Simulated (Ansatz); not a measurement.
The system is Ti2C.

```
Ti C
1.0
     1.54070    0.88952    4.81377
    -1.54070    0.88952    4.81377
     0.00000   -1.77905    4.81377
Ti C
2 1
Cartesian
  0.0000 0.0000 10.8960
  0.0000 0.0000 3.5453
  0.0000 0.0000 7.2207
```

The cell comes from a database or a generator and needn't be the stable form of this composition.

Base run:

* Program: Ansatz 0.2.0
* Functional: HSE06
* Potentials or basis: Ansatz PAW
* Cutoff: 420 eV (not typed: the program's choice for these potentials)
* k mesh: 8 × 8 × 8
* Occupations: fermi-dirac, width 0.05 eV
* Spin: no spin polarisation

Its results: band gap on the k mesh none (metal or under the smearing width); pressure -4.2 GPa; largest force 0.413 eV/Å.

Problem. The run is repeated on the same cell with these changes: functional from HSE06 to PBE0. What comes out?

Solution. Band gap on the k mesh none (metal or under the smearing width); pressure -4.6 GPa; largest force 0.382 eV/Å.

Caveats: the PAW data sets come from PBE, with cores solved anew for the run's functional, which leaves a small shift of forces and pressure; the thresholds are loose for stress.
